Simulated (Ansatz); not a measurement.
## Ru under changes of volume

One of the cells (13.575 Å³/atom); the others are scaled copies at fixed shape and fractional positions:

```
Ru
1.0
     2.70580    0.00000    0.00000
    -1.35290    2.34329    0.00000
     0.00000    0.00000    4.28190
Ru
2
Cartesian
  1.3529 0.7811 3.2114
  0.0000 1.5622 1.0705
```

```yaml
Program: Ansatz 0.2.0
Functional: PBE
Potentials_or_basis: Ansatz PAW
Cutoff: "420 eV (not typed: the program's choice for these potentials)"
k_mesh: 11 × 11 × 6
Occupations: fermi-dirac, width 0.05 eV
Spin: no spin polarisation
```

| volume (Å³/atom) | energy over the lowest point (meV/atom) | pressure (GPa) |
| --- | --- | --- |
| 12.760 | 82.39 | 28.5 |
| 13.032 | 41.94 | 19.6 |
| 13.303 | ? | ? |
| 13.575 | 2.19 | 4.6 |
| 13.846 | 0.00 | -1.7 |
| 14.118 | 7.89 | -7.3 |
| 14.389 | 24.78 | -12.3 |

Question: What does the run at 13.303 Å³/atom give?

Answer: Energy over the lowest point 15.71 meV/atom; pressure 11.7 GPa.

Worked out: A Birch-Murnaghan fit of order 3 (a polynomial in V^(-2/3)) to the other rows has its minimum at 13.77 Å³/atom with B0 = V·E''(V) = 312 GPa and B' = 4.7 at fixed shape and positions, which overstates the stiffness. It gives 15.77 meV/atom at 13.303 Å³/atom, against the run's 15.71, and -dE/dV = 11.6 GPa, against 11.7.

Energies are extrapolated to zero smearing.
